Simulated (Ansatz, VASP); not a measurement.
# One calculation of Bi, two programs

```
CELL_PARAMETERS angstrom
3.25460 0.00000 0.00000
0.00000 3.25460 0.00000
0.00000 0.00000 3.25460
ATOMIC_POSITIONS crystal
Bi 0.00000 0.00000 0.00000
```

Alike in both runs: functional r2SCAN; k mesh 6 × 6 × 6; occupations gaussian, width 0.1 eV; no spin polarisation.

Ansatz relaxed the structure, and its values are those at the end. VASP's run is a single point on that final structure, the one shown.

```csv
,VASP,Ansatz
version,VASP 6.6.1,Ansatz 0.2.0
potentials or method,"VASP PAW PBE potentials, release 64 (Bi_d)","scalar-relativistic, plane waves, PAW"
plane-wave cutoff (eV),520,500
valence electrons in the cell,15,15
```

```csv
,VASP,Ansatz,Ansatz less VASP
gap on the k mesh at the Fermi level (eV),none,none,-
pressure (GPa),0.2,0.2,+0.05
```

A gap of «none» marks a metal or a gap that the smearing closes. With one functional, cell and mesh, what is left measures potentials, basis and numerics.

Caveats: the PAW data sets were made with another functional, which shifts forces and pressure a little (VASP); spin-orbit coupling is left out, which moves the levels of the heavy elements.
